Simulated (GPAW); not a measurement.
Crystal: HfO2.

```
CELL_PARAMETERS angstrom
0.00000 2.55750 2.55750
2.55750 0.00000 2.55750
2.55750 2.55750 0.00000
ATOMIC_POSITIONS crystal
Hf 0.00000 0.00000 0.00000
O 0.75000 0.75000 0.75000
O 0.25000 0.25000 0.25000
```

Measurements of this composition are mostly on another form, of space group No. 14.

Base run:

* Program: GPAW 26.7.0
* Functional: LDA
* Potentials or basis: JTH PAW 2.0, LDA
* Cutoff: 800 eV
* Basis: pw
* k mesh: 7 × 7 × 7
* Occupations: fermi-dirac, width 0.05 eV
* Spin: no spin polarisation

Its results: band gap on the k mesh 3.70 eV, indirect (least direct gap 3.88 eV); pressure -20.8 GPa.

**Question.** The run is repeated on the same cell with these changes: functional from LDA to PBE; potentials or basis from JTH PAW 2.0, LDA to JTH PAW 2.0, PBE. What comes out?

**Answer.** Band gap on the k mesh 3.90 eV, indirect (least direct gap 4.08 eV); pressure -6.3 GPa.

Caveats: the program truncates these outside data sets; spin-orbit coupling is left out, which moves the levels of the heavy elements; the mesh misses the band edges, which the band path finds closer together; so large a pressure means that the cell lies far from this level's equilibrium, or that cutoff or potentials fall short (some runs).

Not every run made on this cell is shown here.
